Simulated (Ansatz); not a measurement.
## Structure relaxation of CaSe

Method: DFT PBE, scalar-relativistic, plane waves, PAW in Ansatz 0.2.0.

The start is a database structure of CaSe, space group Fm-3m (No. 225).

The final relaxation ran on this input, with the default PAW datasets:

```yaml
crystal:
  lattice:
    - [0.0, 2.9702381052, 2.9702381052]
    - [2.9702381052, 0.0, 2.9702381052]
    - [2.9702381052, 2.9702381052, 0.0]
  atoms:
    - { symbol: Ca, position: [0.0, 0.0, 0.0] }
    - { symbol: Se, position: [0.5, 0.5, 0.5] }
basis:
  ecutwfc: 420
kpoints:
  mp_grid: { grid: [8, 8, 8] }
hamiltonian:
  xc: pbe
scf:
  occupations: { method: gaussian, width: 0.02 }
output:
  forces: true
  stress: true
  eigenvalues: true
relax:
  adjacent_minimum: "off"
  f_tol: 0.01
  max_steps: 80
  cell: { stress_tol: 0.05 }
```

Launched as:

```bash
ansatz run input.yaml --threads 1 --pin off --max-ram 2560MiB --backend cpu --events-out ev --progress --plain --runs-dir out
```

Time: 5.2 s on 1 thread of Intel(R) Xeon(R) CPU @ 2.80GHz (Skylake/Cascade Lake), with other jobs on the host, peak memory 0.39 GiB.

End of the output:

```
SCF converged after 6 iterations
Free energy (F): -7290.003038 eV
Harris-Foulkes:  -7290.003038 eV  (|F-HF|=5.46e-12)
Internal energy: -7290.003038 eV  (E = F + TS)
E sigma→0 (E₀):  -7290.003038 eV
Fermi energy:    7.870758 eV
--- Per-component energies (eV) ---
  E_band       = -517.290745
  E_kinetic    = 398.057629
  E_local      = -3231.849553  (includes V_loc(G=0)·N_el)
  E_nonlocal   = -533.225213
  E_hartree    = 1482.817892
  E_xc         = -243.015522
  E_vxc        = -271.449669  (∫ρ·V_xc dr)
  E_paw        = -2769.061577  (= ΣΔE_a)
  E_vpaw       = 155.540735  (= ΣTr[D̂ρ^β])
  E_aug_tail   = -0.000591  (compensation charges beyond the density's cutoff)
  E_ewald      = -2393.726104
  E_smearing   =  0.000000  (= −TS)
  E_closure    = 0.000000  (closes the sum)
  Σ components = -7290.003038   (vs F -7290.003038, Δ=0.00e0)
--- Forces (eV/Å), atoms counted from 1 ---
  atom   1  Ca     0.00000000     0.00000000     0.00000000
  atom   2  Se     0.00000000     0.00000000     0.00000000
  max |Σ_I F_I| component: 2.38e-30 eV/Å
--- Stress (GPa, compression-positive) ---
       -0.001951       0.000000       0.000000
        0.000000      -0.001951       0.000000
        0.000000       0.000000      -0.001951
  P = ⅓ Tr σ = -0.0020 GPa (-0.020 kbar)
--- Relaxed structure (3 steps of the walk, 3 accepted, 1 SCFs on fresh bases) ---
  F+E_penalty+E_count = -7290.00303795 eV   max|allowed force component| = 1.570e-30 eV/Å   (the final SCF, on the basis selected at the relaxed cell)
  cell:  # Å, volume = 52.8794 Å³
    - [0.000000, 2.979103, 2.979103]
    - [2.979103, 0.000000, 2.979103]
    - [2.979103, 2.979103, 0.0]
  atoms:
    - { symbol: Ca, position: [0.000000, 0.000000, 0.000000] }
    - { symbol: Se, position: [0.5, 0.5, 0.5] }
```

Absolute energies hang on the potentials; compare differences alone.

The result has space group Fm-3m (No. 225). Ca has 6 Se at 2.98 Å; Se has 6 Ca at 2.98 Å.

Against the elements it lies at -2.031 eV/atom. Formation energies are uncorrected and refer to the elements' standard structures at the same level.

A structure relaxed within its symmetry needn't be a true minimum.